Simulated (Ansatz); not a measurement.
The cell is COD entry 9008523, as deposited and not checked against the literature; nothing was relaxed. The listed cell was then made from it by scaling, straining or moving an atom.

An input for Zr: DFT, PBE, all-electron LAPW, scalar-relativistic (Ansatz 0.2.0).

Command: `ansatz run input.yaml --threads 1 --pin off --max-ram 3072MiB --backend cpu --events-out ev --progress --plain --runs-dir out` The run took 9.6 s on 1 thread of Intel(R) Xeon(R) 6975P-C (Granite Rapids), with other jobs on the host, peak memory 0.41 GiB.

```yaml
crystal:
  lattice:
    - [3.2953868297, 0.0, 0.0]
    - [-1.6476934148, 2.8538887098, 0.0]
    - [0.0, 0.0, 5.247947197]
  atoms:
    - { symbol: Zr, position: [0.3333333333, 0.6666666667, 0.25] }
    - { symbol: Zr, position: [0.6666666667, 0.3333333333, 0.75] }
kpoints:
  mp_grid: { grid: [13, 13, 7] }
  band_path:
    path:
      - [0.0, 0.0, 0.0]
      - [0.5, 0.0, 0.0]
      - [0.3333333333, 0.3333333333, 0.0]
      - [0.0, 0.0, 0.0]
      - [0.0, 0.0, 0.5]
      - [0.5, 0.0, 0.5]
      - [0.3333333333, 0.3333333333, 0.5]
      - [0.0, 0.0, 0.5]
      - [0.5, 0.0, 0.5]
    npoints: 5
scf:
  occupations: { method: fermi_dirac, width: 0.08 }
hamiltonian:
  xc: pbe
  pseudopotentials: { kind: all_electron, lapw: { basis_error: 0.001 } }
output:
  forces: true
  stress: true
  eigenvalues: true
```

Set-up and iterations as logged by Ansatz (the results part is left out, to be predicted):

```
LAPW: plane waves up to 6.623 Å⁻¹, error target 1.0e-3 eV per atom; small_component_spin mean_spin; Zr in spheres of 1.621 Å, 22 of its electrons in bands, Dirac shells []
Engine: ansatz 0.2.0
Pseudopotentials: kind: all_electron
Pseudopotential: Zr, LAPW, valence charge 22, Koelling and Harmon's equation, gaussian nucleus
Functional definition: PBE
  parameter kappa = 0.804
  parameter beta = 0.06672455060314922
  exchange = pbe_x(kappa = kappa, mu = beta*pi^2/3)
  correlation = pbe_c(beta = beta)
Crystal: 2 atoms, lattice volume = 49.355 Å³
Basis set: ecut = 167.11296969100962 eV, 251 PW (Γ), exchange–correlation at level 2
Bands: 27, of which v1, the nominal top of the filled ones, is band 22 counted from 1 (21 counted from 0)
Symmetry: 24 space group operations
Space group: P63/mmc (ITA 194), of the structure as read, at distance tolerance 3.7e-5 Å
k-points: 84 of 1183
Non-local potential: Zr, projectors of the file, none
Initial density: superposition of atomic densities (chi_scale 0.1, normalization cell)
Initial wavefunctions: plane waves of lowest kinetic energy (no species holds an atomic orbital)
Functional: x = pbe(κ = 0.804, μ = 0.2195149727645171), c = pbe(β = 0.06672455060314922)
iter 1 solved again at ethr=3.66e-4 eV; its pass at ethr=1.00e-1 eV (dr2=1.61e-1 eV) is discarded
SCF iter   1: F=—  HF=-195854.388984 eV  |F-HF|=—  |Δ(HF+E_count)|=         —  Δρ=1.85e-2  dr2=1.62e-1  ethr=3.66e-4  ⟨swp⟩=2.7  Hψ=15065  notcnv=0
SCF iter   2: F=—  HF=-195854.219425 eV  |F-HF|=—  |Δ(HF+E_count)|=   1.70e-1  Δρ=1.08e-2  dr2=6.39e-2  ethr=3.66e-4  ⟨swp⟩=2.0  Hψ=7312  notcnv=0
SCF iter   3: F=—  HF=-195854.208667 eV  |F-HF|=—  |Δ(HF+E_count)|=   1.08e-2  Δρ=5.92e-3  dr2=2.13e-2  ethr=1.45e-4  ⟨swp⟩=2.0  Hψ=7071  notcnv=0
iter 4 solved again at ethr=4.40e-6 eV; its pass at ethr=4.83e-5 eV (dr2=1.94e-3 eV) is discarded
SCF iter   4: F=—  HF=-195854.207042 eV  |F-HF|=—  |Δ(HF+E_count)|=         —  Δρ=1.68e-3  dr2=1.93e-3  ethr=4.40e-6  ⟨swp⟩=2.0  Hψ=11763  notcnv=0
the basis was enlarged: its passes take 573.9 KiB over the memory plan, 1 of 1 planned eigensolver slots
SCF iter   5: F=—  HF=-195854.206879 eV  |F-HF|=—  |Δ(HF+E_count)|=   1.63e-4  Δρ=4.31e-4  dr2=1.16e-4  ethr=4.40e-6  ⟨swp⟩=2.0  Hψ=7082  notcnv=0
SCF iter   6: F=—  HF=-195854.206883 eV  |F-HF|=—  |Δ(HF+E_count)|=   4.29e-6  Δρ=1.58e-4  dr2=1.62e-5  ethr=2.65e-7  ⟨swp⟩=2.0  Hψ=7081  notcnv=0
SCF iter   7: F=—  HF=-195854.206883 eV  |F-HF|=—  |Δ(HF+E_count)|=   5.22e-7  Δρ=2.34e-5  dr2=4.28e-7  ethr=3.68e-8  ⟨swp⟩=2.0  Hψ=7084  notcnv=0
SCF iter   8: F=-195854.206883 eV  HF=-195854.206883 eV  |F-HF|=7.97e-9  |Δ(HF+E_count)|=   4.03e-8  Δρ=8.79e-6  dr2=4.45e-8  ethr=9.74e-10  ⟨swp⟩=2.2  Hψ=7095  notcnv=0
```

Q: What pressure will this run report?

A: -4.53 GPa (positive in compression).

Q: Is there a band gap?

A: none: bands cross the Fermi level, a metal.
